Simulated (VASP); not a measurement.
Crystal: In.

```
In
1.0
    -1.62547    1.62547    2.47370
     1.62547   -1.62547    2.47370
     1.62547    1.62547   -2.47370
In
1
Direct
  0.00000 0.00000 0.00000
```

| Property | Result |
| --- | --- |
| Program | VASP 6.6.1 |
| Task | single point |
| Functional | PBE |
| Potentials or basis | VASP PAW PBE potentials, release 64 (In_d) |
| Cutoff | 520 eV |
| k mesh | 11 × 11 × 11 |
| Occupations | fermi-dirac, width 0.05 eV |
| Spin | no spin polarisation |

On this cell: pressure 2.0 GPa; band gap on the k mesh none (metal or under the smearing width).

The same run follows on a disturbed copy (cell strained at random at fixed volume):

```
In
1.0
    -1.64299    1.57678    2.43209
     1.65802   -1.63180    2.47812
     1.65199    1.64080   -2.46824
In
1
Direct
  0.99147 0.00315 0.99997
```

Question: What does the disturbed cell give?

Answer: The energy (extrapolated to zero smearing) moves by +1.7 meV/atom; pressure 2.0 GPa; band gap on the k mesh none (metal or under the smearing width).

Stress tensor (GPa, compression positive):
```
 1.73 -0.01 -0.03
-0.01  2.86  0.28
-0.03  0.28  1.47
```
